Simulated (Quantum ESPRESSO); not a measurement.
MoP:

```
Mo P
1.0
     3.22300    0.00000    0.00000
    -1.61150    2.79120    0.00000
     0.00000    0.00000    3.19100
Mo P
1 1
Cartesian
  0.0000 0.0000 0.0000
  0.0000 1.8608 1.5955
```

Base run:

- Program: Quantum ESPRESSO 7.5
- Functional: PBEsol
- Potentials or basis: SSSP 1.3 efficiency PBE
- Cutoff: 816 eV
- Density cutoff: 5987 eV
- k mesh: 10 × 10 × 8
- Occupations: fermi-dirac, width 0.05 eV
- Spin: no spin polarisation
- Hubbard terms: Mo d U = 2 eV

Its results: band gap on the k mesh none (metal or under the smearing width); pressure -6.9 GPa.

After a change of settings the same cell gave: band gap on the k mesh none (metal or under the smearing width); pressure -8.9 GPa. Which change was it?
A. hubbard terms from Mo d U = 2 eV to none
B. hubbard terms from Mo d U = 2 eV to Mo d U = 1 eV
C. hubbard terms from Mo d U = 2 eV to Mo d U = 3 eV

C.

Caveats: the potentials were made for another functional, which shifts forces and pressure; U without spin polarisation on a metal has little footing; the U is typed as a test and isn't derived for this compound.
